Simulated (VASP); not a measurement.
BeSe:

```
CELL_PARAMETERS angstrom
0.00000 2.52123 2.52123
2.52123 0.00000 2.52123
2.52123 2.52123 0.00000
ATOMIC_POSITIONS crystal
Be 0.00000 0.00000 0.00000
Se 0.25000 0.25000 0.25000
```

The cell was built by a generator and needn't be a form met in nature.

| Item | Value |
| --- | --- |
| Program | VASP 6.6.1 |
| Task | relaxation of cell and atoms |
| Functional | PBE |
| Dispersion | D3(BJ) |
| Potentials or basis | VASP PAW PBE potentials, release 64 (Be, Se) |
| Cutoff | 600 eV |
| k mesh | 6 × 6 × 6 |
| Occupations | fermi-dirac, width 0.1 eV |
| Spin | no spin polarisation |

At the start: pressure 3.7 GPa; volume 16.03 Å³/atom.

**Question.** Where does the relaxation end?

**Answer.** Over 3 steps the energy falls by 7.8 meV/atom and the volume is 16.72 Å³/atom (+4.3 %); space group F-43m (No. 216, to 0.05 Å).

Step by step:
| step | energy change (eV) | largest force (eV/Å) | pressure (GPa) | volume (Å³) |
| --- | --- | --- | --- | --- |
| 1 | 0.0000 | 0.0000 | 3.75 | 32.05 |
| 2 | -0.0145 | 0.0000 | -0.91 | 33.82 |
| 3 | -0.0156 | 0.0000 | 0.01 | 33.44 |

Final structure:
```xyz
2
Lattice="0.0000 2.5570 2.5570 2.5570 0.0000 2.5570 2.5570 2.5570 0.0000" Properties=species:S:1:pos:R:3 pbc="T T T"
Be    0.0000    0.0000    0.0000
Se    1.2785    1.2785    1.2785
```
